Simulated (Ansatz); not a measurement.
Runs of Ansatz 0.2.0 on Sr. Symmetry: Fm-3m, No. 225, cubic system. Conventional cell: a = 6.085 Å, b = 6.085 Å, c = 6.085 Å, α = 90.00°, β = 90.00°, γ = 90.00°. Around Sr (site symmetry m-3m) lie 12 Sr at 4.30 Å. 

| task | level | potentials or basis | cell | k mesh | cutoff (eV) | smearing | driver | optimizer | fmax | steps | filter | gap on the mesh (eV) | pressure (GPa) |
| --- | --- | --- | --- | --- | --- | --- | --- | --- | --- | --- | --- | --- | --- |
| electric field gradients | LDA | Ansatz PAW earlier set | as given | 8 × 8 × 8 | 350 | gaussian 0.1 eV | - | - | - | - | - | none | (a) |
| single point | revPBE+D4 | Ansatz PAW earlier set | as given | 8 × 8 × 8 | 400 | tetrahedron | - | - | - | - | - | none | -0.4 |
| relaxation of cell and atoms | PBEsol+D3(BJ)+ATM | PseudoDojo PBEsol | relaxed | 6 × 6 × 6 | 925 | fermi-dirac 0.025 eV | calculator | FIRE | 0.02 | 30 | FrechetCellFilter | - | 0.0 |
| electrostatic potential | HSE03 | Ansatz PAW earlier set | as given | 6 × 6 × 6 | 350 | gaussian 0.02 eV | - | - | - | - | - | none | - |
| single point | PBE | Ansatz PAW soft_1 | as given | 8 × 8 × 8 | 420 | fermi-dirac 0.05 eV | - | - | - | - | - | none | -0.3 |
| single point | r2SCAN+rVV10 | Ansatz PAW earlier set | as given | 8 × 8 × 8 | 400 | fermi-dirac 0.1 eV | - | - | - | - | - | none | -0.1 |
| density of states | HSE03 | PseudoDojo standard (PBE files) | as given | 6 × 6 × 6 | 925 | methfessel-paxton 0.01 eV | - | - | - | - | - | none | - |
| atomic charges | PBE0 | JTH PAW | as given | 6 × 6 × 6 | 690 | fermi-dirac 0.025 eV | - | - | - | - | - | none | - |

Alike in all rows: no spin polarisation.

**Question.** Fill in the values left out.

**Answer.** (a) -1.6.

Caveats: the PAW data sets come from PBE, with cores solved anew for the run's functional, which leaves a small shift of forces and pressure (some runs); the potentials were made for another functional, which shifts forces and pressure (some runs); pairwise dispersion overbinds metals, which lowers pressure and volume (some runs).

A k mesh can miss the band edges, and the runs leave out spin-orbit coupling on Sr.

A gap of «none» marks a metal or a gap under the smearing width.

Not every run made on this cell is shown here.
